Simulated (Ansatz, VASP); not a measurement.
**MgO in VASP and in Ansatz**

```
Mg O
1.0
     0.00000    2.20989    2.20989
     2.20989    0.00000    2.20989
     2.20989    2.20989    0.00000
Mg O
1 1
Cartesian
  0.0000 0.0000 0.0000
  1.1049 1.1049 1.1049
```

Change from the starting cell: hydrostatic strain -3.2%.

Alike in both runs: task single point; functional r2SCAN; k mesh 10 × 10 × 10; no spin polarisation.

```csv
,VASP,Ansatz
version,VASP 6.6.1,Ansatz 0.2.0
potentials or method,"VASP PAW PBE potentials, release 64 (Mg, O)","plane waves, PAW"
plane-wave cutoff (eV),520,500
occupations,"gaussian, width 0.01 eV",fixed
valence electrons in the cell,8,16
```

VASP gave:

* gap on the k mesh at the Fermi level (eV): 4.92
* pressure (GPa): 14.4

What did Ansatz give for the same quantities?

gap on the k mesh at the Fermi level (eV): 4.94; pressure (GPa): 14.7.

The two sets of potentials don't hold the same shells in valence.

Caveats: the PAW data sets were made with another functional, which shifts forces and pressure a little (VASP).
